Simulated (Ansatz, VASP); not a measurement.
**Two plane-wave programs on Sc**

Contents of INCAR:

```
ALGO     = Normal         # electronic algorithm
EDIFF    = 1E-8           # SCF threshold, eV
ENCUT    = 520            # plane-wave cutoff, eV
GGA      = CA             # functional
ISIF     = 2              # what is computed and relaxed
ISMEAR   = -1             # smearing method
LASPH    = True           # aspherical terms in the spheres
LCHARG   = False          # write CHGCAR
LEFG     = True         
LREAL    = False          # projectors in reciprocal space
LWAVE    = False          # write WAVECAR
NBANDS   = 12             # bands
NELM     = 100            # most SCF steps
PREC     = Accurate       # precision mode
SIGMA    = 0.03           # smearing width, eV
```

The input KPOINTS:

```
k-points
0
Gamma
  13 13 13
```

Contents of POSCAR:

```
Sc
1.0
   -1.9043379473      1.9043379473      1.7060751158
    1.9043379473     -1.9043379473      1.7060751158
    1.9043379473      1.9043379473     -1.7060751158
Sc
1
Direct
    0.0000000000      0.0000000000      0.0000000000
```

Input for Ansatz:

```yaml
crystal:
  lattice:
    - [-1.9043379473, 1.9043379473, 1.7060751158]
    - [1.9043379473, -1.9043379473, 1.7060751158]
    - [1.9043379473, 1.9043379473, -1.7060751158]
  atoms:
    - { symbol: Sc, position: [0.0, 0.0, 0.0] }
kpoints:
  mp_grid: { grid: [13, 13, 13] }
scf:
  occupations: { method: fermi_dirac, width: 0.03 }
hamiltonian:
  xc: lda
  pseudopotentials: { kind: paw }
output:
  forces: true
  stress: true
  eigenvalues: true
  efg: { contact_densities: true }
```

Change from the starting cell: volume scaled by 0.98, PAW files.

Alike in both runs: task electric field gradients; functional LDA; k mesh 13 × 13 × 13; occupations fermi-dirac, width 0.03 eV; no spin polarisation.

|  | VASP | Ansatz |
| --- | --- | --- |
| version | VASP 6.6.1 | Ansatz 0.2.0 |
| potentials or method | VASP PAW LDA potentials, release 64 (Sc_sv) | PAW with Ansatz's default frozen-core files, scalar-relativistic |
| plane-wave cutoff (eV) | 520 | 420 |
| valence electrons in the cell | 11 | 11 |

|  | VASP | Ansatz | Ansatz less VASP |
| --- | --- | --- | --- |
| pressure (GPa) | -4.5 | -4.6 | -0.05 |
| largest component of the traceless stress (GPa) | 0.23 | 0.24 | +0.011 |
| Vzz of the field gradient on the site that differs most (V/Å²) | 10.0 | 8.9 | -1.13 |
